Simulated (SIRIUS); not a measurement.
CoSi2, 3 atoms in the cell. It takes space group Fm-3m (No. 225, cubic). Conventional cell: a = 5.356 Å, b = 5.356 Å, c = 5.356 Å, α = 90.00°, β = 90.00°, γ = 90.00°. Co (site symmetry m-3m) has 8 Si at 2.32 Å as nearest neighbours. Around Si (site symmetry -43m) lie 4 Co at 2.32 Å. 

| Quantity | Value |
| --- | --- |
| Program | SIRIUS 7.12.0 |
| Task | single point |
| Functional | PBE |
| Potentials or basis | PseudoDojo 0.4.1 PBE standard (scalar relativistic) |
| Cutoff | 1307 eV |
| Density cutoff | 5227 eV |
| k mesh | 6 × 6 × 6 |
| Occupations | fermi-dirac, width 0.05 eV |
| Spin | collinear spin, ferromagnetic start |
| Starting moments | [2.0, 0.0, 0.0] μB |
| Hubbard terms | Co d U = 8 eV |
| Libxc names | ["XC_GGA_X_PBE", "XC_GGA_C_PBE"] |
| Energy tol | 1e-08 Ha |
| Density tol | 1e-06 |
| Mixer | anderson |
| Mixing beta | 0.5 |
| Max scf | 100 |
| Radial cutoff for the potentials' integrals | 6.5 bohr |
| Form of the Hubbard term | simplified (Dudarev) |
| Hubbard projectors | orthogonalised atomic orbitals |
| Start of the occupations | the program's own |

Potentials or basis: PseudoDojo 0.4.1 PBE standard (scalar relativistic).

The run is started by

```console
$ upf_to_json Si.upf
$ upf_to_json Co.upf
$ # the labels of the atomic orbitals (3D, 4S, ...) are then added to the .json files where the converter dropped them
$ OMP_NUM_THREADS=1 sirius.scf --input=sirius.json --output=out.json --task=0
```

Hardware: 1 thread of AMD EPYC 9R45 96-Core Processor (Zen 5), on a shared host.

Q: How long does it take, and how much memory?

A: Wall time 37 s on 1 thread of AMD EPYC 9R45 96-Core Processor (Zen 5), on a shared host, peak memory 0.42 GiB. Counts: scf iterations 23, k points 16, plane waves 4111, bands 20.
